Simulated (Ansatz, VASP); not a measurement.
AlN in VASP and in Ansatz

```
CELL_PARAMETERS angstrom
3.13016 0.00000 0.00000
-1.56508 2.71080 0.00000
0.00000 0.00000 5.01802
ATOMIC_POSITIONS crystal
Al 0.33333 0.66667 0.00013
Al 0.66667 0.33333 0.50013
N 0.33333 0.66667 0.38167
N 0.66667 0.33333 0.88167
```

Alike in both runs: functional PBE; k mesh 10 × 10 × 6; no spin polarisation.

Ansatz relaxed the structure, and its values are those at the end. VASP's run is a single point on that final structure, the one shown.

```csv
,VASP,Ansatz
version,VASP 6.6.1,Ansatz 0.2.0
potentials or method,"VASP PAW PBE potentials, release 64 (Al, N)","scalar-relativistic, plane waves, PAW"
plane-wave cutoff (eV),520,600
occupations,"gaussian, width 0.01 eV",fixed
valence electrons in the cell,16,16
```

```tsv
	VASP	Ansatz	Ansatz less VASP
gap on the k mesh at the Fermi level (eV)	4.04	4.04	-0.008
least direct gap on the mesh (eV)	4.04	4.04	-0.008
pressure (GPa)	-0.2	0.0	+0.24
```

A hybrid or GW would open this gap; PBE tends to underestimate it.
